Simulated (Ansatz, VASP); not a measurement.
Given: the input of a run of VASP 6.6.1 on SnTe. 

INCAR

```
SYSTEM = SnTe
PREC = Accurate
ENCUT = 520
EDIFF = 1E-7
ISMEAR = 0
SIGMA = 0.02
LREAL = .False.
LASPH = .True.
NELM = 80
ALGO = Normal
ISIF = 2
LWAVE = .False.
LCHARG = .False.
GGA = RP
```

KPOINTS

```
Automatic mesh
0
Gamma
  7 7 7
  0 0 0
```

The input POSCAR:

```
SnTe
1.0
    0.0000000000      3.1508500000      3.1508500000
    3.1508500000      0.0000000000      3.1508500000
    3.1508500000      3.1508500000      0.0000000000
Te Sn
1 1
Cartesian
    3.1508500000      3.1508500000      3.1508500000
    0.0000000000      0.0000000000      0.0000000000
```

Potentials or basis: VASP PAW PBE potentials, release 64 (Te, Sn_d).

Command:

```console
$ cat potpaw_PBE.64/Te/POTCAR potpaw_PBE.64/Sn_d/POTCAR > POTCAR
$ mpirun -np 1 vasp_std > vasp.out
```

Task: Set up the same calculation for Ansatz 0.2.0. Potentials or basis there: Ansatz PAW, cutoff 420 eV.

Result: As run (cutoffs and basis follow the program's own potentials, and thresholds, step limits or extra output files can differ):

The input input.yaml:

```yaml
crystal:
  lattice:
    - [0.0, 3.15085, 3.15085]
    - [3.15085, 0.0, 3.15085]
    - [3.15085, 3.15085, 0.0]
  atoms:
    - { symbol: Te, position: [0.5, 0.5, 0.5] }
    - { symbol: Sn, position: [0.0, 0.0, 0.0] }
hamiltonian:
  xc: rpbe
  pseudopotentials: { kind: paw }
kpoints:
  mp_grid: { grid: [7, 7, 7] }
scf:
  occupations: { method: gaussian, width: 0.02 }
output:
  forces: true
  stress: true
  eigenvalues: true
  write_density: true
  write_potential: true
  elf: true
  volumetric_format: npy
```

Potentials or basis: Ansatz PAW.

The run is started by

```sh
$ ansatz run input.yaml --threads 2 --pin off --max-ram 5632MiB --backend cpu --events-out ev --progress --plain --runs-dir out
```

Both were run:

|  | VASP | Ansatz |
| --- | --- | --- |
| Pressure | 3.6 GPa | 3.7 GPa |

Ansatz's pressure holds a Pulay term of +0.03 GPa for its cutoff of 420 eV, which the other run lacks.

The potentials hold 20 and 30 valence electrons a cell.

VASP's potentials were made for PBE. Ansatz's potentials were made for PBE.

Where Ansatz's input types no cutoff or centring, it takes its own default and a Γ-centred mesh.

Pressure is positive in compression.
